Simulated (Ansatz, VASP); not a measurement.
Rh: VASP beside Ansatz

```
Rh
1.0
     0.00000    1.87762    1.87762
     1.87762    0.00000    1.87762
     1.87762    1.87762    0.00000
Rh
1
Direct
  0.00000 0.00000 0.00000
```

Alike in both runs: task single point; functional LDA; k mesh 14 × 14 × 14; occupations methfessel-paxton of order 1, width 0.1 eV; no spin polarisation.

```csv
,VASP,Ansatz
version,VASP 6.6.1,Ansatz 0.2.0
potentials or method,"VASP PAW LDA potentials, release 64 (Rh_pv)","plane waves (420 eV) with PAW, scalar-relativistic"
plane-wave cutoff (eV),520,420
valence electrons in the cell,15,17
```

Ansatz gave:

- pressure (GPa): -0.4

Problem. Estimate VASP's values.

Solution. Pressure (GPa): 0.5.

The two sets of potentials don't hold the same shells in valence. Ansatz warned: «pseudo_functional_mismatch».
